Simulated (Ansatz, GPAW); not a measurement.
# LiCl: 3 runs at one level of theory

```xyz
2
Lattice="0.0000 2.5648 2.5648 2.5648 0.0000 2.5648 2.5648 2.5648 0.0000" Properties=species:S:1:pos:R:3 pbc="T T T"
Cl    2.5648    2.5648    2.5648
Li    0.0000    0.0000    0.0000
```

Alike in all runs: task single point; functional PBE; k mesh 9 × 9 × 9; occupations gaussian, width 0.025 eV; no spin polarisation; no spin-orbit coupling. Pressure is positive in compression and, in plane waves, holds the error of the finite cutoff, which Ansatz's Pulay term estimates and takes out.

```tsv
program and potentials	plane-wave cutoff (eV)	notes	pressure (GPa)
Ansatz, Ansatz PAW	420	5 valence electrons an atom on average	0.40
Ansatz, all-electron LAPW, scalar-relativistic	-	-	0.40
GPAW, GPAW PAW data sets (gpaw-data 1.2.1)	800	4 valence electrons an atom on average	0.51
```

The pressure spans 0.40 (Ansatz, Ansatz PAW) to 0.51 GPa (GPAW, GPAW PAW data sets (gpaw-data 1.2.1)), with all-electron results at 0.40.

The functional is the same throughout but for its coding, so the spread measures potentials, basis and numerics; runs on potential files found faulty are left out.
